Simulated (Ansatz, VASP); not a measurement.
# One calculation of Ge, two programs

The input INCAR:

```
SYSTEM = Ge
AGGAC = 1.0
AGGAX = 1.0
ALDAC = 0.0
ALDAX = 1.0
ALGO = Normal
EDIFF = 1E-7
ENCUT = 520
GGA = B5
ISIF = 2
ISMEAR = -1
LASPH = .TRUE.
LCHARG = .FALSE.
LREAL = .FALSE.
LWAVE = .FALSE.
NBANDS = 28
NELM = 80
PREC = Accurate
SIGMA = 0.1
```

KPOINTS

```
k-points
0
G
  8 8 12
  0 0 0
```

The input POSCAR:

```
Ge
1.0
    5.0703815699      0.0000000000      0.0000000000
   -2.5351907850      4.3910792464      0.0000000000
    0.0000000000      0.0000000000      2.9093536614
Ge
3
Direct
    0.0000000000      0.0000000000      0.0000000000
    0.3333333333      0.6666666667      0.5000000000
    0.6666666667      0.3333333333      0.5000000000
```

Input for Ansatz:

```yaml
crystal:
  lattice:
    - [5.0703815699, 0.0, 0.0]
    - [-2.535190785, 4.3910792464, 0.0]
    - [0.0, 0.0, 2.9093536614]
  atoms:
    - { symbol: Ge, position: [0.0, 0.0, 0.0] }
    - { symbol: Ge, position: [0.3333333333, 0.6666666667, 0.5] }
    - { symbol: Ge, position: [0.6666666667, 0.3333333333, 0.5] }
hamiltonian:
  xc: blyp
  pseudopotentials:
    kind: paw
    azcp:
      Ge: "pseudopotentials/Ge.paw.azcp"
basis:
  ecutwfc: 420
  fft_grid_basis: typed
kpoints:
  mp_grid: { grid: [8, 8, 12], shift: [0, 0, 0] }
magnetization:
  spin_polarized: false
scf:
  occupations: { method: fermi_dirac, width: 0.1 }
  lower_state_search: "off"
output:
  stress: true
  write_density: true
  write_potential: true
  elf: true
  volumetric_format: npy
```

Alike in both runs: task single point; functional BLYP; k mesh 8 × 8 × 12; occupations fermi-dirac, width 0.1 eV; no spin polarisation.

```csv
,VASP,Ansatz
version,VASP 6.6.1,Ansatz 0.2.0
potentials or method,"VASP PAW PBE potentials, release 64 (Ge_d)","plane waves (420 eV) with PAW, scalar-relativistic"
plane-wave cutoff (eV),520,420
valence electrons in the cell,42,42
```

|  | VASP | Ansatz | Ansatz less VASP |
| --- | --- | --- | --- |
| pressure (GPa) | 0.0 | -0.1 | -0.03 |
| largest component of the traceless stress (GPa) | 0.28 | 0.27 | -0.014 |

Caveats: the PAW data sets were made with another functional, which shifts forces and pressure a little (VASP).
